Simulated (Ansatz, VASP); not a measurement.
WC (Qusongite): VASP beside Ansatz

```xyz
2
Lattice="2.9447 0.0000 0.0000 -1.4724 2.5502 0.0000 0.0000 0.0000 2.8739" Properties=species:S:1:pos:R:3 pbc="T T T"
W     0.0000    0.0000    0.0000
C     1.4724    0.8501    1.4370
```

Alike in both runs: task single point; functional r2SCAN; k mesh 10 × 10 × 9; occupations fermi-dirac, width 0.05 eV; no spin polarisation.

|  | VASP | Ansatz |
| --- | --- | --- |
| version | VASP 6.6.1 | Ansatz 0.2.0 |
| potentials or method | VASP PAW PBE potentials, release 64 (W_sv, C) | Ansatz PAW |
| plane-wave cutoff (eV) | 520 | 500 |
| valence electrons in the cell | 18 | 18 |

VASP gave:

* gap on the k mesh at the Fermi level (eV): none
* pressure (GPa): -11.9
* largest component of the traceless stress (GPa): 2.65

Question: What did Ansatz give for the same quantities?

Answer: gap on the k mesh at the Fermi level (eV): none; pressure (GPa): -13.5; largest component of the traceless stress (GPa): 2.82.

A gap of «none» marks a metal or a gap that the smearing closes. The functional is the same, so the differences come from potentials, cutoffs and numerics.

Caveats: the PAW data sets were made with another functional, which shifts forces and pressure a little (VASP); the PAW data sets come from PBE, with cores solved anew for the run's functional, which leaves a small shift of forces and pressure (Ansatz). Spin-orbit coupling is left out, which matters for the levels of W.
